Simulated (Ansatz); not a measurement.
TiSi2:

```xyz
6
Lattice="1.7651 -6.7593 0.0000 1.7651 6.7593 0.0000 0.0000 0.0000 3.5652" Properties=species:S:1:pos:R:3 pbc="T T T"
Ti    1.7651    5.3653    0.8913
Ti    1.7651   -5.3653    2.6739
Si    1.7651   -3.3839    0.8913
Si    1.7651    3.3839    2.6739
Si    1.7651    0.7875    0.8913
Si    1.7651   -0.7875    2.6739
```

The cell comes from a database or a generator and needn't be the stable form of this composition.

Base run:

- Program: Ansatz 0.2.0
- Functional: PBEsol
- Potentials or basis: Ansatz PAW
- Cutoff: 420 eV (not typed: the program's choice for these potentials)
- k mesh: 8 × 8 × 8
- Occupations: fermi-dirac, width 0.05 eV
- Spin: no spin polarisation
- Hubbard terms: Ti d U = 5 eV

Its results: band gap on the k mesh none (metal or under the smearing width); pressure 2.3 GPa; largest force 0.323 eV/Å.

Task: The run is repeated on the same cell with these changes: hubbard terms from Ti d U = 5 eV to Ti d U = 2 eV. What comes out?

Result: Band gap on the k mesh none (metal or under the smearing width); pressure -0.6 GPa; largest force 0.227 eV/Å.

Caveats: U without spin polarisation on a metal has little footing; the PAW data sets come from PBE, with cores solved anew for the run's functional, which leaves a small shift of forces and pressure; the U is typed as a test and isn't derived for this compound.
